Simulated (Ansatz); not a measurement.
## V2CF2 MXene monolayer in a perpendicular field

Aim: how the V2CF2 MXene monolayer screens a field along its normal, and what the field does to its bands. A positive field points along +c.

Main program and level: Ansatz 0.2.0; plane-wave DFT, PBE-D3(BJ), Ansatz PAW.

## 1. The starting structure

The cell holds 5 atoms: 2 F, 2 V and 1 C. Cell: a = 3.012 Å, b = 3.012 Å, c = 39.228 Å, α = 90.0°, β = 90.0°, γ = 120.0°. Vacuum lies along c.

## 2. Relaxing the slab

The starting cell is a guess, so the in-plane lattice and the atoms are relaxed first, with the slab cut off from its images along the normal.

input.yaml

```yaml
crystal:
  lattice:
    - [3.012152, 0.0, 0.0]
    - [-1.506076, 2.6086001521, 0.0]
    - [0.0, 0.0, 39.2279790607]
  atoms:
    - { symbol: F, position: [0.3333333333, 0.6666666667, 0.4473847601] }
    - { symbol: V, position: [0.6666666667, 0.3333333333, 0.4697023666], spin: 2.0 }
    - { symbol: C, position: [0.0, 0.0, 0.5] }
    - { symbol: V, position: [0.3333333333, 0.6666666667, 0.5302976334], spin: 2.0 }
    - { symbol: F, position: [0.6666666667, 0.3333333333, 0.5526152399] }
  periodic: [true, true, false]
magnetization:
  spin_polarized: true
kpoints:
  mp_grid: { grid: [12, 12, 1] }
hamiltonian:
  xc: pbe
  dispersion: d3bj
scf:
  occupations: { method: fermi_dirac, width: 0.05 }
  convergence: { dr2_threshold: 1.0e-09 }
relax:
  f_tol: 0.004
  max_steps: 90
  cell: {}
output:
  write_potential: true
  write_density: true
  volumetric_format: npy
```

Started as:

```console
$ ansatz run input.yaml --threads 2 --pin off --max-ram 3072MiB --backend cpu --events-out ev --progress --plain --runs-dir out
```

Numbers of over 12 decimals in the logs are rounded to 6 here.

The program printed:

```text
Warning: relax.cell: scf.convergence.dr2_threshold = 1e-9 eV is looser than the 2.50501262713e-10 eV advised for a relaxation that steers and ends on the stress (1e-10 eV for each atom of the cell: 5, times the square of relax.cell.stress_2d_tol = 0.05 N/m over 14.1 Å (the atoms' height at the walk's start and 5 Å past either face), 3.539e-2 GPa, over a crystal's default 0.05). What an SCF threshold leaves in a stress goes as its square root, and in the free energy as the threshold itself, and one threshold admits the most on a small cell: [figures from the program's tests cut] Set scf.convergence.dr2_threshold to 2.50501262713e-10 eV or tighter. [rest of the remark cut]
Engine: ansatz 0.2.0, x86_64-unknown-linux-gnu
Pseudopotentials: kind: paw
Pseudopotential: F, paw, valence charge 7, recommended cutoff 420 eV (normal), F.paw.azcp
Pseudopotential: V, paw, valence charge 13, recommended cutoff 420 eV (normal), V.paw.azcp
Pseudopotential: C, paw, valence charge 4, recommended cutoff 420 eV (normal), C.paw.azcp
Functional definition: PBE
  parameter kappa = 0.804
  parameter beta = 0.066725
  exchange = pbe_x(kappa = kappa, mu = beta*pi^2/3)
  correlation = pbe_c(beta = beta)
Crystal: 5 atoms, lattice volume = 308.234 Å³
Basis set: ecut = 420 eV, 5831 PW (Γ), exchange–correlation on 48×48×540 points (8 copies of the dense FFT grid, shifted against one another)
Bands: 29, of which v1, the nominal top of the filled ones, is band 22 counted from 1 (21 counted from 0)
Symmetry: 12 space group operations
Space group: P-3m1 (ITA 164), of the structure as read, at distance tolerance 6.8e-5 Å
Magnetic group: BNS 164.85 (UNI 1315), of the structure as read, at distance tolerance 6.8e-5 Å
k-points: 19 of 144
Non-local potential: F, projectors of the file, l = 0: 2, l = 1: 2, l = 2: 1
Non-local potential: V, projectors of the file, l = 0: 3, l = 1: 2, l = 2: 3, l = 3: 1
Non-local potential: C, projectors of the file, l = 0: 2, l = 1: 2, l = 2: 1
PAW form: soft (Blöchl's): semilocal exchange-correlation on the pseudo side does not see the compensation charge
PAW one-centre angular grid: F, 110 points (default); XC on 64 Gauss nodes
PAW one-centre angular grid: V, 590 points (default); XC on 64 Gauss nodes
PAW one-centre angular grid: C, 110 points (default); XC on 64 Gauss nodes
Initial density: superposition of atomic densities (neutral atoms: chi_scale 0, normalization atom)
Starting moments: Σ|m| = 4 μB on 2 of 5 sites
Initial wavefunctions: pseudopotential atomic-orbital guess
Functional: x = pbe(κ = 0.804, μ = 0.219515), c = pbe(β = 0.066725)
SCF iter   1: F=—  HF=-7699.508745 eV  |F-HF|=—  |Δ(HF+E_count)|=         —  Δρ=3.95e-2 (↑3.95e-2 ↓3.01e-2)  dr2=2.20e1  dr2_m=5.05e-1  M=2.751 μB ∫|m|=2.890 μB  β_m=0.30  ethr=3.10e-3  ⟨swp⟩=16.0  Hψ=8689  notcnv=0
Mixer restart at iter 1: flushing history
preconditioner: auto → LDOS  [metal: Δε(μ)=0.006 eV  Ē_g=9.676 eV  σ=0.050 eV  W_gap=0.03  n_scr=24 (ndim 8)  ℏωp=10.4 eV  f_vac=0.808  D(μ)=5.34/eV (n_scr^D=22)]
spin=Collinear: LDOS preconditioning applied to the charge; magnetization (m = ρ↑ − ρ↓) channel mixes plain (no charge-response kernel on spin).
SCF iter   2: F=—  HF=-7696.046080 eV  |F-HF|=—  |Δ(HF+E_count)|=    3.46e0  Δρ=2.50e-2 (↑2.50e-2 ↓1.87e-2)  dr2=8.85e0  dr2_m=2.43e-1  M=2.717 μB ∫|m|=2.890 μB  β_m=0.54  ethr=3.10e-3  ⟨swp⟩=3.2  Hψ=2332  notcnv=0  defer=31
SCF iter   3: F=—  HF=-7693.982171 eV  |F-HF|=—  |Δ(HF+E_count)|=    2.06e0  Δρ=4.38e-3 (↑3.86e-3 ↓4.38e-3)  dr2=5.81e-2  dr2_m=2.38e-2  M=2.516 μB ∫|m|=2.765 μB  β_m=0.61  ethr=3.10e-3  ⟨swp⟩=4.5  Hψ=3190  notcnv=0  defer=29
SCF iter   4: F=—  HF=-7694.172157 eV  |F-HF|=—  |Δ(HF+E_count)|=         —  Δρ=9.92e-3 (↑9.92e-3 ↓7.39e-3)  dr2=4.13e-2  dr2_m=2.07e-1  M=1.865 μB ∫|m|=2.088 μB  β_m=0.61  ethr=1.32e-4  ⟨swp⟩=4.1  Hψ=3083  notcnv=0  defer=25
SCF iter   5: F=—  HF=-7694.143577 eV  |F-HF|=—  |Δ(HF+E_count)|=   2.86e-2  Δρ=4.81e-3 (↑4.81e-3 ↓2.80e-3)  dr2=3.97e-2  dr2_m=3.74e-2  M=1.825 μB ∫|m|=2.013 μB  β_m=0.77  ethr=9.39e-5  ⟨swp⟩=3.4  Hψ=2101  notcnv=0  defer=25
SCF iter   6: F=—  HF=-7694.145062 eV  |F-HF|=—  |Δ(HF+E_count)|=   1.49e-3  Δρ=7.01e-4 (↑7.01e-4 ↓6.24e-4)  dr2=1.58e-3  dr2_m=6.59e-4  M=1.798 μB ∫|m|=1.951 μB  β_m=0.79  ethr=9.02e-5  ⟨swp⟩=3.4  Hψ=2564  notcnv=0  defer=25
SCF iter   7: F=—  HF=-7694.146570 eV  |F-HF|=—  |Δ(HF+E_count)|=   1.51e-3  Δρ=3.59e-4 (↑3.12e-4 ↓3.59e-4)  dr2=2.97e-4  dr2_m=2.29e-4  M=1.791 μB ∫|m|=1.934 μB  β_m=0.90  ethr=3.60e-6  ⟨swp⟩=4.5  Hψ=2888  notcnv=0  defer=8
SCF iter   8: F=—  HF=-7694.146705 eV  |F-HF|=—  |Δ(HF+E_count)|=   1.35e-4  Δρ=1.66e-4 (↑1.66e-4 ↓1.15e-4)  dr2=9.99e-5  dr2_m=2.16e-5  M=1.782 μB ∫|m|=1.918 μB  β_m=0.81  ethr=6.74e-7  ⟨swp⟩=2.8  Hψ=2225  notcnv=0  defer=8
SCF iter   9: F=—  HF=-7694.146686 eV  |F-HF|=—  |Δ(HF+E_count)|=   1.88e-5  Δρ=3.36e-5 (↑3.36e-5 ↓1.86e-5)  dr2=1.72e-6  dr2_m=1.46e-6  M=1.782 μB ∫|m|=1.917 μB  β_m=0.91  ethr=2.27e-7  ⟨swp⟩=3.9  Hψ=2796  notcnv=0  defer=8
SCF iter  10: F=—  HF=-7694.146690 eV  |F-HF|=—  |Δ(HF+E_count)|=   3.89e-6  Δρ=8.39e-6 (↑8.39e-6 ↓6.62e-6)  dr2=4.56e-7  dr2_m=4.44e-8  M=1.781 μB ∫|m|=1.916 μB  β_m=0.92  ethr=3.91e-9  ⟨swp⟩=3.2  Hψ=2284  notcnv=0  defer=8
SCF iter  11: F=—  HF=-7694.146691 eV  |F-HF|=—  |Δ(HF+E_count)|=   6.19e-7  Δρ=2.55e-6 (↑2.55e-6 ↓1.97e-6)  dr2=4.16e-8  dr2_m=3.80e-9  M=1.781 μB ∫|m|=1.916 μB  β_m=0.90  ethr=1.04e-9  ⟨swp⟩=3.1  Hψ=2413  notcnv=0  defer=8
SCF iter  12: F=—  HF=-7694.146691 eV  |F-HF|=—  |Δ(HF+E_count)|=   9.16e-8  Δρ=4.55e-7 (↑4.55e-7 ↓4.32e-7)  dr2=1.99e-9  dr2_m=1.05e-10  M=1.781 μB ∫|m|=1.916 μB  β_m=0.83  ethr=9.45e-11  ⟨swp⟩=3.7  Hψ=2595  notcnv=0  defer=8
SCF iter  13: F=-7694.146691 eV  HF=-7694.146691 eV  |F-HF|=2.22e-10  |Δ(HF+E_count)|=   8.33e-9  Δρ=1.20e-7 (↑8.63e-8 ↓1.20e-7)  dr2=3.36e-11  dr2_m=1.83e-11  M=1.781 μB ∫|m|=1.916 μB  ethr=2.27e-12  ⟨swp⟩=8.0  Hψ=8257  notcnv=0
SCF 1 converged in 13 iterations: F = -7694.146691 eV  dr2 = 3.36e-11
  greatest PAW one-centre occupation: 1.000 electrons in one spin orbital (limit 2), on the V atom at site 3 (counted from 0), in its partial waves of l = 0
relax step   1: F+E_penalty+E_count = -7694.14669075 eV  Δ(F+E_penalty+E_count) = +0.000e0 eV  max|allowed force component| = 5.748e0 eV/Å  Δτ_max = 0.0000 Å  P = +8.722 N/m  Ω = 308.234 Å³  fix = [c, alpha, beta]  reactions: c +0.000 N/m  (13 SCF iters, accepted)
Crystal: 5 atoms, lattice volume = 300.423 Å³
Basis set: ecut = 420 eV, 5723 PW (Γ), exchange–correlation on 48×48×540 points (8 copies of the dense FFT grid, shifted against one another)
[...]
relax step   6: F+E_penalty+E_count = -7696.37753197 eV  Δ(F+E_penalty+E_count) = +5.178e-6 eV  max|allowed force component| = 1.492e-3 eV/Å  Δτ_max = 0.0002 Å  P = -0.000 N/m  Ω = 298.352 Å³  energy of the carried Pulay correction = +6.141e-3 eV  fix = [c, alpha, beta]  reactions: c -0.000 N/m  (5 SCF iters, accepted)
[...]
relax step   7: F+E_penalty+E_count = -7696.37232052 eV  Δ(F+E_penalty+E_count) = +5.211e-3 eV  max|allowed force component| = 1.075e-3 eV/Å  Δτ_max = 0.0000 Å  P = -0.136 N/m  Ω = 298.352 Å³  fix = [c, alpha, beta]  reactions: c -0.000 N/m  stress off target by 1.36e-1 N/m on what of the cell is left free  SCF on the basis re-selected at this cell (its energy is not comparable with the rows above)  (7 SCF iters)
[...]
relax step   8: F+E_penalty+E_count = -7696.37253540 eV  Δ(F+E_penalty+E_count) = -2.149e-4 eV  max|allowed force component| = 5.330e-4 eV/Å  Δτ_max = 0.0009 Å  P = -0.018 N/m  Ω = 298.081 Å³  energy of the carried Pulay correction = +1.808e-4 eV  fix = [c, alpha, beta]  reactions: c -0.000 N/m  (7 SCF iters, accepted)
iter 1 solved again at ethr=9.99e-8 eV; its pass at ethr=3.10e-3 eV (dr2=4.39e-5 eV) is discarded
SCF iter   1: F=—  HF=-7696.372293 eV  |F-HF|=—  |Δ(HF+E_count)|=         —  Δρ=2.25e-6 (↑2.25e-6 ↓2.24e-6)  dr2=9.20e-9  dr2_m=2.68e-11  M=0.000 μB ∫|m|=0.000 μB  β_m=0.65  ethr=9.99e-8  ⟨swp⟩=6.7  Hψ=13510  notcnv=0
eigensolver tolerance schedule: the retry pair's looser diagonalisation over-reported the residual by 4774.93 of it (diagonalisation noise at 0.18 of the residual, at the tolerance the schedule requests for it); recorded, not acted on — ethr = c·dr2/N_el stays at c = 1.0e-1
preconditioner: auto → LDOS  [metal: Δε(μ)=0.052 eV  Ē_g=10.085 eV  σ=0.050 eV  W_gap=0.25  n_scr=20 (ndim 8)  ℏωp=11.4 eV  f_vac=0.816  D(μ)=2.01/eV (n_scr^D=12)]
spin=Collinear: LDOS preconditioning applied to the charge; magnetization (m = ρ↑ − ρ↓) channel mixes plain (no charge-response kernel on spin).
SCF iter   2: F=—  HF=-7696.372329 eV  |F-HF|=—  |Δ(HF+E_count)|=   3.60e-5  Δρ=8.75e-7 (↑8.75e-7 ↓8.40e-7)  dr2=3.97e-9  dr2_m=9.17e-12  M=0.000 μB ∫|m|=0.000 μB  β_m=0.50  ethr=2.09e-11  ⟨swp⟩=5.4  Hψ=3868  notcnv=0
SCF iter   3: F=—  HF=-7696.372329 eV  |F-HF|=—  |Δ(HF+E_count)|=  8.37e-11  Δρ=3.78e-7 (↑3.78e-7 ↓3.62e-7)  dr2=5.13e-10  dr2_m=4.50e-12  M=0.000 μB ∫|m|=0.000 μB  β_m=0.61  ethr=9.03e-12  ⟨swp⟩=2.9  Hψ=1820  notcnv=0
SCF iter   4: F=-7696.372329 eV  HF=-7696.372329 eV  |F-HF|=1.23e-9  |Δ(HF+E_count)|=   3.74e-9  Δρ=1.68e-7 (↑1.68e-7 ↓1.57e-7)  dr2=1.02e-10  dr2_m=8.33e-13  M=0.000 μB ∫|m|=0.000 μB  ethr=1.17e-12  ⟨swp⟩=11.5  Hψ=8317  notcnv=0
the starting moments were not kept: the SCF closed with an absolute magnetisation of 1.8e-6 μB, where they sum to 4 μB in size (2 sites). That is at most 0.1 of that sum. Measured as dr2_m measures the in/out step, that magnetisation stands 1.1e-12 eV from none, at or under the dr2_threshold of 1.0e-9 eV: it is no larger than a step whose dr2_m would equal this threshold.
SCF 9 converged in 4 iterations: F = -7696.372329 eV  dr2 = 1.02e-10
relax step   9: F+E_penalty+E_count = -7696.37232872 eV  Δ(F+E_penalty+E_count) = +2.067e-4 eV  max|allowed force component| = 5.584e-4 eV/Å  Δτ_max = 0.0000 Å  P = -0.022 N/m  Ω = 298.081 Å³  fix = [c, alpha, beta]  reactions: c -0.000 N/m  stress off target by 2.15e-2 N/m on what of the cell is left free  SCF on the basis re-selected at this cell (its energy is not comparable with the rows above)  (4 SCF iters)
basis re-selected at this cell: Δ(F+E_penalty+E_count) = +2.067e-4 eV, ΔP = -0.003 N/m vs the last step (what re-selecting the basis moved, of the pressure what is left beyond the Pulay correction that the steps carried, after the strain that the cell walked since its last selection, with what the two solves' SCF thresholds leave and, on support functions, any second-order correction that the steps lacked; it is no m [...]
WARN: The output density's exchange-correlation potential varies sharply where the density is thin. Do not read a vacuum level from v_tot or v_xc, or from such a field of the output density. On a cell that repeats whose density bears no net charge and no dipole along the vacuum's axis use v_es (v_loc + v_h of the components); under efield.dipole_correction with no amplitude use v_es + v_field, which holds any externa [...]
SCF converged after 4 iterations
Magnetization: 0.0000 μB (22.0000 up, 22.0000 down)
Absolute magnetization: 0.0000 μB (∫|ρ↑−ρ↓|, with the PAW one-centre terms)
Spin contamination: 0.0000 ħ² per cell (⟨S²⟩ above its minimum at these occupations)
Per-site moments (μB) at R_I (Å): [(5.581778419823472e-9, 0.882665), (6.215675825407852e-7, 0.821822), (-2.8264818386831447e-7, 0.821822), (6.215675825604853e-7, 0.821822), (5.581778411253873e-9, 0.882665)]
Free energy (F): -7696.372329 eV
Harris-Foulkes:  -7696.372329 eV  (|F-HF|=1.23e-9)
Internal energy: -7696.356502 eV  (E = F + TS)
E sigma→0 (E₀):  -7696.364415 eV
Entropy (-TS):   -0.015827 eV (-3.165 meV/atom)
Fermi energy:    -5.332861 eV
--- Per-component energies (eV) ---
  E_band       = -1199.946515
  E_kinetic    = 1178.672589
  E_local      = -187313.832267  (includes V_loc(G=0)·N_el)
  E_nonlocal   = 81.079429
  E_hartree    = 92991.958760
  E_xc         = -470.180138
  E_vxc        = -597.093463  (∫ρ·V_xc dr)
  E_paw        = -2724.688147  (= ΣΔE_a)
  E_vpaw       = -532.694707  (= ΣTr[D̂ρ^β])
  E_aug_tail   = 0.004547  (compensation charges beyond the density's cutoff)
  E_ewald      = 88561.703596
  E_disp       = -1.074871  (pairwise vdW)
  E_smearing   = -0.015827  (= −TS)
  E_closure    = -0.000000  (closes the sum)
  Σ components = -7696.372329   (vs F -7696.372329, Δ=0.00e0)
--- Forces (eV/Å), atoms counted from 1 ---
  atom   1  F      0.00000000     0.00000000    -0.00038360
  atom   2  V      0.00000000    -0.00000000    -0.00055845
  atom   3  C      0.00000000    -0.00000000     0.00000000
  atom   4  V     -0.00000000     0.00000000     0.00055845
  atom   5  F      0.00000000    -0.00000000     0.00038360
  max |Σ_I F_I| component: 1.08e-19 eV/Å
--- 2D stress c σ (N/m, compression-positive) ---
       -0.021530      -0.000000       0.000000
        0.000000      -0.021530       0.000000
        0.000000       0.000000      -0.000000
  P = ½ c Tr σ = -0.0215 N/m
--- Band table (eV; the first three rows and the last of 38) ---
  k-point 0 ↑: bands = [... 18 lower, -9.0494, -9.0494, -6.6398, -6.6398, -5.8426, -4.7810, -4.7810, -4.5145, ... 3 higher]
  k-point 1 ↑: bands = [... 18 lower, -9.2987, -9.1252, -6.7157, -6.5129, -5.8096, -4.8301, -4.7604, -4.5244, ... 3 higher]
  k-point 2 ↑: bands = [... 18 lower, -9.5567, -9.2788, -6.9886, -6.1847, -5.6656, -4.8652, -4.6912, -4.5091, ... 3 higher]
  k-point 18 ↓: bands = [... 18 lower, -10.5926, -9.4683, -5.9690, -5.5938, -5.5938, -4.3582, -4.3582, -4.0415, ... 3 higher]
  the weakly bound empty levels are not read free of the cell's end (no_gap_told)
--- Relaxed structure (7 steps of the walk, 7 accepted, 2 SCFs on fresh bases) ---
  F+E_penalty+E_count = -7696.37232872 eV   max|allowed force component| = 5.584e-4 eV/Å   (the final SCF, on the basis selected at the relaxed cell)
  cell:  # Å, volume = 298.0805 Å³
    - [2.962126, 0, 0]
    - [-1.481063, 2.565276, 0]
    - [0, 0, 39.2279790607]
  atoms:
    - { symbol: F, position: [0.333333, 0.666667, 0.441162] }
    - { symbol: V, position: [0.666667, 0.333333, 0.473947] }
    - { symbol: C, position: [0, 0, 0.5] }
    - { symbol: V, position: [0.333333, 0.666667, 0.526053] }
    - { symbol: F, position: [0.666667, 0.333333, 0.558838] }
```

The job ended after 65 s (2 threads of AMD EPYC 9R14 (Zen 4), shared host; peak memory 0.82 GiB).

Relaxation path:

| step | energy less that of the first step (eV) | largest force component (eV/Å) | volume (Å³) |
| --- | --- | --- | --- |
| 1 | 0.0000 | 5.7475 | 308.23 |
| 2 | -1.5787 | 4.0096 | 300.42 |
| 3 | -1.8531 | 3.6624 | 293.63 |
| 4 | -2.2272 | 0.1411 | 298.02 |
| 5 | -2.2308 | 0.0070 | 298.34 |
| 6 | -2.2308 | 0.0015 | 298.35 |
| 7* | -2.2256 | 0.0011 | 298.35 |
| 8 | -2.2258 | 0.0005 | 298.08 |
| 9* | -2.2256 | 0.0006 | 298.08 |

Relaxation steps marked * repeat the geometry before them on a plane-wave basis chosen anew for their cell, so energy and pressure can jump there.

Forces are held to the 12 operations that the run works with; a distortion that breaks them can't arise in this run.

| cell as run | before | after | change |
| --- | --- | --- | --- |
| a (Å) | 3.012 | 2.962 | -1.7 % |
| b (Å) | 3.012 | 2.962 | -1.7 % |

The atoms that moved most (Å, along periodic axes as changes of fractional coordinates times the final cell, across vacuum about the mean position):

| atom | dx | dy | dz | length |
| --- | --- | --- | --- | --- |
| F5 | 0.000 | 0.000 | 0.244 | 0.244 |
| F1 | 0.000 | 0.000 | -0.244 | 0.244 |
| V4 | 0.000 | 0.000 | -0.166 | 0.166 |
| V2 | 0.000 | 0.000 | 0.166 | 0.166 |

The relaxed structure:

```xyz
5
Lattice="2.9621 0.0000 0.0000 -1.4811 2.5653 0.0000 0.0000 0.0000 39.2280" Properties=species:S:1:pos:R:3
F     0.0000    1.7102   17.3059
V     1.4811    0.8551   18.5920
C     0.0000    0.0000   19.6140
V     0.0000    1.7102   20.6360
F     1.4811    0.8551   21.9221
```

Numbers from this step:

| Property | Result |
| --- | --- |
| energy at zero smearing | -7696.3644 eV |

The lattice constant a goes from 3.012 to 2.962 Å.

[end of part 1 of 2]

[Logs are printed without paths, hosts, clocks, repeated set-up lines and the standing remarks that a program may print on its own settings, such as how far it seeks lower states.]

[Hosts, paths, dates, database ids (printed as entryN), source tags and the programs' standing remarks are cut or masked in the printed files.]

[Maps of the electrostatic potential energy from Ansatz leave out the sawtooth potential of an applied field or a dipole correction, so their vacuum need not be flat; planar profiles and work functions include it.]
